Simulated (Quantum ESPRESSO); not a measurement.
Pb: phonons at U under several settings

```
Pb
1.0
     0.00000    2.47502    2.47502
     2.47502    0.00000    2.47502
     2.47502    2.47502    0.00000
Pb
1
Direct
  0.00000 0.00000 0.00000
```

All runs used Quantum ESPRESSO 7.5; potentials PseudoDojo 0.4.1 SR PBE standard; k mesh 9 × 9 × 9; no spin polarisation; cutoff 762 eV.

| level | geometry | occupations | volume (Å³/atom) | pressure (GPa) | frequencies (cm⁻¹) |
| --- | --- | --- | --- | --- | --- |
| WC | given cell, atoms relaxed | methfessel-paxton, width 0.2 eV | 30.32 | ? | ? |
| BLYP | relaxed cell | cold, width 0.136 eV | 34.48 | 0.1 | 34i 34 40 |

Problem. What stands in the row left open?

Solution. Pressure -0.5 GPa; frequencies 34 42 61 cm⁻¹.

Values marked i are imaginary: the cell is unstable against those modes at that level, or the meshes are too thin.

Caveats: the potentials were made for another functional, which shifts forces and pressure; the q point doesn't lie on the k mesh, which can shift a metal's frequencies strongly unless the mesh is converged; some modes are imaginary (some runs).

For the row left open. Caveat: the potentials were made for another functional, which shifts forces and pressure; the q point doesn't lie on the k mesh, which can shift a metal's frequencies strongly unless the mesh is converged.
